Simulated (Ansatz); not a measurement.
# Si4O: the cost of one run

Method: DFT PBE+D3(BJ), scalar-relativistic, plane waves, PAW, in Ansatz 0.2.0.

5 further runs of the same task are left out: 5 set aside as unsound or not needed.

**1. The starting structure**

The structure is monoclinic, space group Pm (No. 6). The conventional cell has a = 3.833 Å, b = 3.833 Å, c = 21.103 Å, α = 90.00°, β = 90.00°, γ = 90.00°. Si (site symmetry m) has 2 Si at 2.35 Å as nearest neighbours. Si (site symmetry m) has 4 Si at 2.35 to 2.38 Å as nearest neighbours. Around Si (site symmetry m) lie 4 Si at 2.34 to 2.38 Å. Si (site symmetry m) is surrounded by 2 Si at 2.34 Å and 1 O at 2.63 Å. O (site symmetry m) is surrounded by 1 Si at 2.63 Å.

Structure file:

```
Si O
1.0
     3.83334    0.00000    0.00000
     0.00000    3.83334    0.00000
     0.00000    0.00000   21.10348
Si O
4 1
Cartesian
  0.0000 1.9167 4.0000
  0.0000 0.0000 5.3553
  1.9167 0.0000 6.7680
  1.9167 1.9167 8.1035
  3.3542 1.9167 10.3035
```

This is the geometry of the first run shown, built on a cell relaxed beforehand with the same method.

**2. Plan of the line**

Atoms count from 1 in the order of the input.

O is moved over the surface cell at a fixed height above a rigid substrate; the origin of the map has the adsorbate above Si4; the height is held at 2.20 Å.

- position of O5 along the first surface vector, from above Si4: 8 values from 0.000 to 0.875, periodic
- position of O5 along the second surface vector, from above Si4: 8 values from 0.000 to 0.875, periodic

Nothing else is relaxed. Points are written as (first, second).

The two vectors of the plane (Å): (3.833, 0.000, 0.000); (0.000, 3.833, 0.000).

**3. Grid point (3/8, 0/8) of the map's two axes**

A dipole layer in the vacuum cancels the field that periodic copies would set up if the slab's two faces differ.

input.yaml

```yaml
crystal:
  lattice:
    - [3.8333442603, 0.0, 0.0]
    - [0.0, 3.8333442603, 0.0]
    - [0.0, 0.0, 21.1034818054]
  atoms:
    - { symbol: Si, position: [0.0, 0.5, 0.1895421825] }
    - { symbol: Si, position: [0.0, 0.0, 0.2537634268] }
    - { symbol: Si, position: [0.5, 0.0, 0.3207061911] }
    - { symbol: Si, position: [0.5, 0.5, 0.3839879068] }
    - { symbol: O, position: [0.875, 0.5, 0.4882361072], spin: 2.0 }
basis:
  ecutwfc: 420
kpoints:
  mp_grid: { grid: [7, 7, 1] }
hamiltonian:
  xc: pbe
  pseudopotentials: { kind: paw, azcp: { folder: soft_1 } }
  dispersion: d3bj
scf:
  occupations: { method: gaussian, width: 0.05 }
output:
  forces: true
  eigenvalues: true
  populations: true
magnetization:
  spin_polarized: true
efield:
  axis: 3
  dipole_correction: true
  ramp_width: 0.04
```

Command:

```console
$ ansatz run input.yaml --threads 1 --pin off --max-ram 3072MiB --backend cpu --events-out ev --progress --plain --runs-dir out
```

What time and memory should one allow on 1 thread of Arm Neoverse N1, shared host?

About 68 s, with a peak of 0.48 GiB.
